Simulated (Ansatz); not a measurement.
## SiC under pressure

These are results of Ansatz, DFT PBE, scalar-relativistic, plane waves, PAW, not measurements. (420 eV cutoff, 12×12×6 k-mesh, Gaussian smearing of 0.02 eV, no spin polarisation)

Starting point, cell and atoms relaxed:

```xyz
4
Lattice="3.0919 0.0000 0.0000 -1.5460 2.6777 0.0000 0.0000 0.0000 5.0743" Properties=species:S:1:pos:R:3 pbc="T T T"
Si    0.0000    1.7851    2.5350
Si    1.5460    0.8926    5.0722
C     0.0000    1.7851    4.4421
C     1.5460    0.8926    1.9050
```

Cell and atoms are relaxed at each pressure within the symmetry of the start, at zero temperature, so transitions that lower the symmetry aren't seen. The k-mesh given is that at zero pressure and may differ at others. a, b and c are the lengths of the cell vectors above. Gaps are Kohn–Sham gaps over the whole zone.

```
P (GPa) V (Å³/atom) V/V0  a (Å) b (Å) c (Å)
     -1        10.55  1.005  3.097  3.097  5.082
      0        10.50  1.000  3.092  3.092  5.074
      1        10.45  0.995  3.087  3.087  5.066
      4        10.31  0.982  3.073  3.073  5.044
     12         9.98  0.950  3.040  3.040  4.987
     25         9.53  0.908  2.994  2.994  4.910
     50         8.87  0.844  2.924  2.924  4.790
     90         8.12  0.773  2.841  2.841  4.646
```

(1) What bulk modulus and pressure derivative fit these points?

(2) Which cell vector or vectors give way most up to 90 GPa?

(3) What does pressure do to the gap?

## Answers

(1) A third-order Birch–Murnaghan fit gives B0 = 215 GPa and B0' = 3.8.

(2) c: the changes are a -8.1 %, b -8.1 %, c -8.4 %.

(3) The gaps are 2.32 eV at -1 GPa, 2.31 eV at 0 GPa, 2.30 eV at 1 GPa, 2.27 eV at 4 GPa, 2.22 eV at 12 GPa, 2.13 eV at 25 GPa, 2.00 eV at 50 GPa, 1.83 eV at 90 GPa.